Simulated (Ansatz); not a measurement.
NaI built on the zincblende prototype, relaxed with r2SCAN: the symmetry is F-43m (No. 216, cubic); conventional cell a = 7.086 Å, 44.48 Å³ an atom. Around Na lie 4 I at 3.07 Å; around I lie 4 Na at 3.07 Å. One-shot G0W0@PBE in the PAW code Ansatz on a 4×4×4 mesh (contour deformation, no spin-orbit coupling), from a PBE gap of 3.825 eV over the mesh points (the G0W0 gap is direct on the mesh); the number N of bands summed and the screening cutoff rise together. No spin polarisation. The prototype was imposed, so other structures may be more stable.

```csv
N,cutoff (eV),1000/N,G0W0 gap (eV)
157,80,6.369,5.963
347,140,2.882,6.102
```

Question: Lay a straight line in 1000/N through these rows.

Answer: The slope is -0.0399 eV per unit of 1000/N and the intercept 6.217 eV.

Question: Predict the gap at N = 627 (210 eV).

Answer: 6.217 + (-0.0399) × 1.595 = 6.153 eV; the run gives 6.152 eV, -0.001 eV from the line.

Question: With that run's result added, what limit do the last two rows suggest?

Answer: Their slope is (6.152 − 6.102)/(1.595 − 2.882) = -0.0389, which meets 1/N = 0 at 6.21 eV, against 6.217 eV from the first line. The two lines nearly agree; the k mesh isn't extrapolated.

No spin-orbit coupling is included; it can move band edges with weight on the heavy atoms by tenths of an eV.
